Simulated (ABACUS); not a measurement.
**Nb: equation of state with PBE**

**Experimental background.**

“Pressure effects on the electronic structure and superconductivity of (TaNb)0.67(HfZrTi)0.33 high entropy alloy”, 2019, arxiv:1910.08312 quotes, for a bulk crystal of Nb: bulk modulus 169 GPa.

Nb:

```
CELL_PARAMETERS angstrom
-1.66395 1.66395 1.66395
1.66395 -1.66395 1.66395
1.66395 1.66395 -1.66395
ATOMIC_POSITIONS crystal
Nb 0.00000 0.00000 0.00000
```

```
Program             : ABACUS 3.10.1
Task                : equation of state
Functional          : PBE
Potentials or basis : PseudoDojo NC SR 0.4.1 PBE standard
Cutoff              : 1116 eV
Density cutoff      : 4463 eV
Basis               : plane waves
k mesh              : 9 × 9 × 9
Occupations         : fermi-dirac, width 0.05 eV
Spin                : no spin polarisation
```

```yaml
Equilibrium_volume: 18.13 Å³/atom
Bulk_modulus: 170 GPa
Pressure_derivative_of_the_bulk_modulus: "3.6 (rough: it moves with the points fitted)"
```

Energy against volume, from the lowest point:
| volume (Å³/atom) | energy (meV/atom) |
| --- | --- |
| 17.322 | 20.53 |
| 18.060 | 0.00 |
| 18.797 | 12.04 |
| 19.534 | 51.10 |

All runs of the series together: 14 s on 4 threads of Intel(R) Xeon(R) Platinum 8488C (Sapphire Rapids) (shared host).

Measured bulk modulus of Nb: 169 GPa (quoted in “Pressure effects on the electronic structure and superconductivity of (TaNb)0.67(HfZrTi)0.33 high entropy alloy”, 2019, arxiv:1910.08312). This calculation gives 170 GPa (+0.8 %). The fit is for a static lattice scaled at fixed shape and fixed fractional positions.
